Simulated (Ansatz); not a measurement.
# GaAs (zinc blende): the cost of one run

Computed with Ansatz 0.2.0 (DFT PBEsol, scalar-relativistic, plane waves, PAW, unless a step's input says otherwise).

## (1) The structure to begin with

It takes space group F-43m (No. 216, cubic). Conventional cell: a = 5.727 Å, b = 5.727 Å, c = 5.727 Å, α = 90.00°, β = 90.00°, γ = 90.00°. Ga (site symmetry -43m) has 4 As at 2.48 Å as nearest neighbours. Around As (site symmetry -43m) lie 4 Ga at 2.48 Å.

Coordinates:

```
Ga As
1.0
     0.00000    2.86370    2.86370
     2.86370    0.00000    2.86370
     2.86370    2.86370    0.00000
Ga As
1 1
Cartesian
  0.0000 0.0000 0.0000
  1.4318 1.4318 1.4318
```

## (2) Volume × 1.04

input.yaml

```yaml
crystal:
  lattice:
    - [0.0, 2.8636950549, 2.8636950549]
    - [2.8636950549, 0.0, 2.8636950549]
    - [2.8636950549, 2.8636950549, 0.0]
  atoms:
    - { symbol: Ga, position: [0.0, 0.0, 0.0] }
    - { symbol: As, position: [0.25, 0.25, 0.25] }
scf:
  occupations: { method: gaussian, width: 0.02 }
output:
  forces: true
  stress: true
  eigenvalues: true
  write_density: true
  write_potential: true
  elf: true
  volumetric_format: npy
hamiltonian:
  xc: pbesol
basis:
  ecutwfc: 500
kpoints:
  mp_grid: { grid: [12, 12, 12] }
```

Run with:

```
ansatz run input.yaml --threads 1 --pin off --max-ram 2867MiB --backend cpu --events-out ev --progress --plain --runs-dir out
```

**Question.** How long does this run take on 1 thread of Intel Xeon at 2.30GHz, shared host, and how much memory does it need?

About 6.5 s, with a peak of 0.46 GiB.
